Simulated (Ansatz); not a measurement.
## C: energy from the work of forces and stress

```xyz
2
Lattice="0.0000 1.7834 1.7834 1.7834 0.0000 1.7834 1.7834 1.7834 0.0000" Properties=species:S:1:pos:R:3 pbc="T T T"
C     1.7834    1.7834    1.7834
C     2.6751    2.6751    2.6751
```

The calculation used DFT PBE, scalar-relativistic, plane waves, PAW (Ansatz).

Plane waves to 420 eV, a k mesh through Γ of 12×12×12 on the computed 2-atom cell and Gaussian smearing (0.02 eV); no spin polarisation.

At the start the stress (GPa, compression positive, xx yy zz yz xz xy) is 1.76 1.76 1.76 0.00 0.00 0.00 and all forces are under 0.005 eV/Å. Each variant moves atoms by u and then strains the cell by ε, so an atom ends at (r + u)(1 + ε); shears are tensor components, each standing twice in ε. The starting volume is 11.34 Å³.

Variant 1: strain (xx yy zz yz xz xy, %) 1.37 1.37 1.37 0.00 0.00 0.00. There the stress is -14.85 -14.85 -14.85 0.00 0.00 0.00 GPa.

Variant 2: strain (xx yy zz yz xz xy, %) 5.69 2.97 2.97 2.00 0.00 0.00, moves (Å) C1 (0.060, 0.000, 0.000); C2 (-0.060, 0.000, 0.000). There the stress is -52.63 -28.59 -28.59 -21.63 0.00 0.00 GPa and the forces (eV/Å) are C1 (-3.61, 0.00, 0.00); C2 (3.61, 0.00, 0.00).

Variant 3: no strain, moves (Å) C1 (0.225, 0.000, 0.000). There the stress is 12.49 21.86 21.86 8.81 0.00 0.00 GPa and the forces (eV/Å) are C1 (-7.36, 0.00, 0.00); C2 (7.36, 0.00, 0.00).

Variant 4: strain (xx yy zz yz xz xy, %) 1.57 1.57 1.57 0.00 0.00 0.00. There the stress is -17.04 -17.04 -17.04 0.00 0.00 0.00 GPa.

Estimate each change of free energy from forces and stresses by the trapezoid rule along the path (r + tu)(1 + tε), t from 0 to 1, and compare with the computed change.

The derivative of the energy along the path is −F·u(1 + tε) for the atoms and −V σ(1 + tε)⁻¹ : ε for the cell, with F, σ and V taken at t (σ positive in compression; 1 eV/Å³ = 160.2 GPa). Averaging t = 0 and t = 1 gives, in meV per atom:
| variant | work on atoms | work on cell | sum | computed |
| --- | --- | --- | --- | --- |
| 1 | 0.0 | 9.8 | 9.8 | 10.0 |
| 2 | 114.5 | 101.1 | 215.6 | 227.3 |
| 3 | 414.0 | 0.0 | 414.0 | 442.0 |
| 4 | 0.0 | 13.2 | 13.2 | 13.6 |

The rule is exact for a quadratic energy surface and overshoots a term ct³ by c/2, so the difference between the last two columns measures the net anharmonic part along the path (terms of opposite sign can cancel, and the finite basis adds a little): 2 to 6 % here.